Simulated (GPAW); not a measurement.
# Ge (P6_3/mmc) in GPAW: equation of state

Aim: energy against volume of Ge in PBEsol, for its equilibrium volume and stiffness.

Everything below comes from runs of GPAW 26.7.0. Logs are shortened: lines on timing, memory, paths and dates and some standing lists are left out, and cuts for length are marked. The log counts tension as positive stress, the text compression.

## 1. The structure

It takes space group P6_3/mmc (No. 194, hexagonal). The conventional cell has a = 4.003 Å, b = 4.003 Å, c = 13.157 Å, α = 90.00°, β = 90.00°, γ = 120.00°. Ge (site symmetry 3m) is surrounded by 4 Ge at 2.45 to 2.47 Å. Around Ge (site symmetry 3m) lie 4 Ge at 2.45 Å.

This isn't the form of Ge at room conditions, which is diamond.

## 2. Equation of state, PBEsol

Input file run.py:

```python
from ase import Atoms
from ase.eos import EquationOfState
from ase.io import Trajectory
from ase.units import GPa
from gpaw import GPAW, PW, setup_paths

setup_paths.insert(0, '.')

atoms = Atoms(['Ge', 'Ge', 'Ge', 'Ge', 'Ge', 'Ge', 'Ge', 'Ge'],
              cell=[[4.0031158814, 0.0, 0.0],
                    [-2.0015579407, 3.4668000476, 0.0],
                    [0.0, 0.0, 13.15670686]],
              scaled_positions=[[0.3333333333, 0.6666666667, 0.15594157],
                                [0.6666666667, 0.3333333333, 0.84405843],
                                [0.6666666667, 0.3333333333, 0.65594157],
                                [0.3333333333, 0.6666666667, 0.34405843],
                                [0.0, 0.0, 0.09314884],
                                [0.0, 0.0, 0.90685116],
                                [0.0, 0.0, 0.59314884],
                                [0.0, 0.0, 0.40685116]],
              pbc=True)

traj = Trajectory('eos.traj', 'w')
volumes, energies = [], []
for x in [0.94, 0.96, 0.98, 1.0, 1.02, 1.04, 1.06]:
    a = atoms.copy()
    a.set_cell(atoms.cell * x**(1 / 3), scale_atoms=True)
    calc = GPAW(mode=PW(600),
                xc='PBEsol',
                kpts={'size': (8, 8, 2), 'gamma': True},
                occupations={'name': 'fermi-dirac', 'width': 0.05},
                nbands=32,
                convergence={'density': 1e-05, 'energy': 1e-05},
                maxiter=150,
                txt=f'eos-{x:.2f}.txt')
    a.calc = calc
    energies.append(a.get_potential_energy(force_consistent=True))
    volumes.append(a.get_volume())
    p = -a.get_stress()[:3].mean() / GPa
    calc.write(f'eos-{x:.2f}.gpw')
    traj.write(a)
    print(f'{x:.2f} {volumes[-1]:10.4f} A^3 {energies[-1]:14.6f} eV {p:9.3f} GPa', flush=True)

v0, e0, B = EquationOfState(volumes, energies, eos='birchmurnaghan').fit()
print(f'V0 = {v0:.4f} A^3, E0 = {e0:.6f} eV, B0 = {B / GPa:.2f} GPa')
```

Potentials or basis: PAW data sets generated in the run's folder for this functional, pw.

The run is started by

```sh
> gpaw-setup -f PBEsol Ge
> OMP_NUM_THREADS=1 python run.py
```

Output:

```text
__  _  _
 | _ |_)|_||  |
 |__||  | ||/\| - 26.7.0

Input parameters:
  mode=PW(ecut=600.0),
  convergence={'density': 1e-05, 'energy': 1e-05},
  kpts=MonkhorstPack(size=(8, 8, 2), gamma=True),
  maxiter=150,
  nbands=32,
  occupations=Occupations(name='fermi-dirac', width=0.05),
  xc=XC(name='PBEsol')

Diagonalizing LCAO Hamiltonian
Converting LCAO to pw mode

       Ge    Ge

             Ge
       Ge

       GeGe

         Ge

       Ge

Atoms  # Å, Bohr magnetons
|   | symbol |         x |        y |         z |    initial magnetic moments |
|---|--------|-----------|----------|-----------|-----------------------------|
| 0 |     Ge | -0.000000 | 2.264019 |  2.009795 | ( 0.0000,  0.0000,  0.0000) |
| 1 |     Ge |  1.960698 | 1.132010 | 10.878332 | ( 0.0000,  0.0000,  0.0000) |
| 2 |     Ge |  1.960698 | 1.132010 |  8.453858 | ( 0.0000,  0.0000,  0.0000) |
| 3 |     Ge | -0.000000 | 2.264019 |  4.434269 | ( 0.0000,  0.0000,  0.0000) |
| 4 |     Ge |  0.000000 | 0.000000 |  1.200514 | ( 0.0000,  0.0000,  0.0000) |
| 5 |     Ge |  0.000000 | 0.000000 | 11.687613 | ( 0.0000,  0.0000,  0.0000) |
| 6 |     Ge |  0.000000 | 0.000000 |  7.644578 | ( 0.0000,  0.0000,  0.0000) |
| 7 |     Ge |  0.000000 | 0.000000 |  5.243550 | ( 0.0000,  0.0000,  0.0000) |

Unit cell  # Å
| periodic |         x |        y |         z |   lengths |     angles |
|----------|-----------|----------|-----------|-----------|------------|
|      yes |  3.921397 | 0.000000 |  0.000000 |  3.921397 |  90.000000 |
|      yes | -1.960698 | 3.396029 |  0.000000 |  3.921397 |  90.000000 |
|      yes |  0.000000 | 0.000000 | 12.888127 | 12.888127 | 120.000000 |

Number of symmetries: 12
Symmetry operations  # r_c * U_cc + t_c -> r_c
|    | kind |            matrix            |
|----|------|------------------------------|
|  0 |  σ   |  1, 1, 0,  0,-1, 0,  0, 0, 1 |
|  1 |  S6  |  1, 1, 0, -1, 0, 0,  0, 0,-1 |
|  2 |  E   |  1, 0, 0,  0, 1, 0,  0, 0, 1 |
|  3 |  C2  |  1, 0, 0, -1,-1, 0,  0, 0,-1 |
|  4 |  C2  |  0, 1, 0,  1, 0, 0,  0, 0,-1 |
|  5 |  C3  |  0, 1, 0, -1,-1, 0,  0, 0, 1 |
|  6 |  S6  |  0,-1, 0,  1, 1, 0,  0, 0,-1 |
|  7 |  σ   |  0,-1, 0, -1, 0, 0,  0, 0, 1 |
|  8 |  σ   | -1, 0, 0,  1, 1, 0,  0, 0, 1 |
|  9 |  i   | -1, 0, 0,  0,-1, 0,  0, 0,-1 |
| 10 |  C3  | -1,-1, 0,  1, 0, 0,  0, 0, 1 |
| 11 |  C2  | -1,-1, 0,  0, 1, 0,  0, 0,-1 |

BZ-sampling:
  Number of BZ points: 128
  Number of IBZ points: 20

  Monkhorst-Pack size: [8, 8, 2]
  Monkhorst-Pack shift: [0.0625, 0.0625, 0.25]

K-points  # in reciprocal-cell coordinates
|     |                                coordinates |     weight |
|-----|--------------------------------------------|------------|
|   0 | (  0.00000000,   0.00000000,   0.00000000) | 0.00781250 |
|   1 | (  0.00000000,   0.00000000,   0.50000000) | 0.00781250 |
|   2 | (  0.12500000,   0.00000000,   0.00000000) | 0.04687500 |
|   3 | (  0.12500000,   0.00000000,   0.50000000) | 0.04687500 |
|   4 | (  0.25000000,  -0.12500000,   0.00000000) | 0.04687500 |
|   5 | (  0.25000000,  -0.12500000,   0.50000000) | 0.04687500 |
|   6 | (  0.25000000,   0.00000000,   0.00000000) | 0.04687500 |
|   7 | (  0.25000000,   0.00000000,   0.50000000) | 0.04687500 |
|   8 | (  0.37500000,  -0.12500000,   0.00000000) | 0.09375000 |
|   9 | (  0.37500000,  -0.12500000,   0.50000000) | 0.09375000 |
| ... |                                            |            |
|  19 | (  0.50000000,   0.50000000,   0.50000000) | 0.02343750 |

Plane wave coefficients: 5754
Cutoff: 600.0 eV

Spin-components: 1 (collinear spins)
Bands:           32
Projectors:      40
Spin-degeneracy: 2
Datatype:        complex128

Parallelization:
  kpt:    1
  domain: 1
  band:   1

Density:
  Valence electrons: 32.0
  Components: 1
  Grid points: [24 24 75]
  Charge: 0.0  # |e|

Potential:
  Grid points: [24 24 75]

species:
  Ge:
    name:    Germanium
    Z:       32.0
    valence: 4
    core:    28
    charge:  0.0  # [|e|]
    compensation charges:
      type: gauss
      rc: 0.32  # [Å]
      lmax: 2
    cutoffs:
      filter: 1.77  # [Å]
      core: 3.42  # [Å]
    projectors
    | kind |    occ | energy [eV] | rcut [Å] |
    |------|--------|-------------|----------|
    |   4s |  2.000 |     -11.738 |    1.005 |
    |   4p |  2.000 |      -3.898 |    1.005 |
    |    s |        |      15.473 |    1.005 |
    |    p |        |      23.314 |    1.005 |
    |    d |        |       0.000 |    1.005 |

    Using partial waves for Ge as LCAO basis

Reference energy: -456446.079505  # eV

eigensolver:
  PPCG
  Converge bands: occupied
  niter=2

density mixing:
  MSR1-Mixer
  Pratt-step length: 0.05
  Maximum mixing coefficient: 0.75
  Old densities: 10
  SVD Regularization: 0.005
  Good broyden scale: 1.0
  Trust region scale: 1.0
  Backstep threshold: 4.0
  History deletion threshold: 6.0
  Fourier metric: weight=20.0, sigma=0.015

occupation numbers:
  Fermi-Dirac:
    width: 0.0500  # eV

poisson solver:
  ecut: 4800.0  # eV

xc functional:
  name: PBEsol with 2 nearest neighbor stencil

convergence criteria:
- Maximum integral of absolute [dens]ity change: 1e-05 electrons / valence electron
- Maximum [total energy] change in last 3 cyles: 1e-05 eV / valence electron
- Maximum integral of absolute [eigenst]ate change: 4e-08 eV^2 / valence electron
maximum number of iterations: 150

SCF iterations
|iter     | |      energy | eigst |  dens |
|---------|-|-------------|-------|-------|
|iter:   1| |  -39.468096 | -0.45 |       |
|iter:   2| |  -39.436495 | -2.68 | -0.91 |
|iter:   3| |  -39.161581 | -2.35 | -0.93 |
|iter:   4| |  -39.155288 | -3.31 | -1.57 |
|iter:   5| |  -39.155459 | -4.91 | -2.43 |
|iter:   6| |  -39.155478c| -5.83 | -3.21 |
|iter:   7| |  -39.155469c| -6.50 | -3.42 |
|iter:   8| |  -39.155464c| -7.25 | -3.70 |
|iter:   9| |  -39.155464c| -8.16c| -3.99 |
|iter:  10| |  -39.155464c| -9.08c| -5.17c|

Converged in 10 steps
Energy contributions relative to reference atoms: (reference = -456446.079505)

Energy contributions:
  Kinetic:         127.524630
  Coulomb:        -112.501742
  Zero:             -0.008499
  External:          0.000000
  Xc:              -54.168835
  Entropy:          -0.002037
  Spinorbit:         0.000000
  ----------------------------
  Free energy:     -39.156482
  Extrapolated:    -39.155464

dipole moment: (-25.588485, -44.320557, 0.003209)  # |e|*Ang

Fermi level: 6.600
Eigenvalues  # (at kpt = [0.000, 0.000, 0.000])
| band index |      eig [eV] | occ [0-2] |
|------------|---------------|-----------|
|          0 |        -6.774 |     2.000 |
|        ... |               |           |
|          8 |         4.926 |     2.000 |
|          9 |         5.491 |     2.000 |
|         10 |         5.491 |     2.000 |
|         11 |         5.584 |     2.000 |
|         12 |         5.584 |     2.000 |
|         13 |         6.357 |     1.985 |
[... 8 lines left out ...]
|         22 |         9.105 |     0.000 |
|         23 |         9.699 |     0.000 |
|        ... |               |           |
|         31 |        12.714 |     0.000 |

Gap: 0.124 eV
Transition (v -> c):
  (s=0, k=0, n=15, [0.00, 0.00, 0.00]) -> (s=0, k=0, n=16, [0.00, 0.00, 0.00])
No difference between direct/indirect transitions

Stress tensor  # eV/Ang^3
|         x |         y |         z |
|-----------|-----------|-----------|
| -0.033372 |  0.000000 |  0.000000 |
|  0.000000 | -0.033372 |  0.000000 |
|  0.000000 |  0.000000 | -0.031847 |

# Writing to eos-0.94.gpw (mode='')
```

Wall time 15 min (1 thread of Arm Neoverse N1, shared host); peak memory 0.6 GiB.

What came out:

* Equilibrium volume: 22.93 Å³/atom
* Bulk modulus at fixed shape and positions: 68 GPa
* Pressure derivative of the bulk modulus: 4.8 (rough: it moves with the points fitted)

Energy against volume, from the lowest point:
| volume (Å³/atom) | energy (meV/atom) |
| --- | --- |
| 21.454 | 22.56 |
| 21.911 | 10.21 |
| 22.367 | 2.90 |
| 22.824 | 0.00 |
| 23.280 | 0.96 |
| 23.737 | 5.47 |
| 24.193 | 13.16 |

Caveat: the cell was scaled at fixed shape and fractional positions, which overstates the stiffness of a crystal with free parameters, most of all of layers and chains.
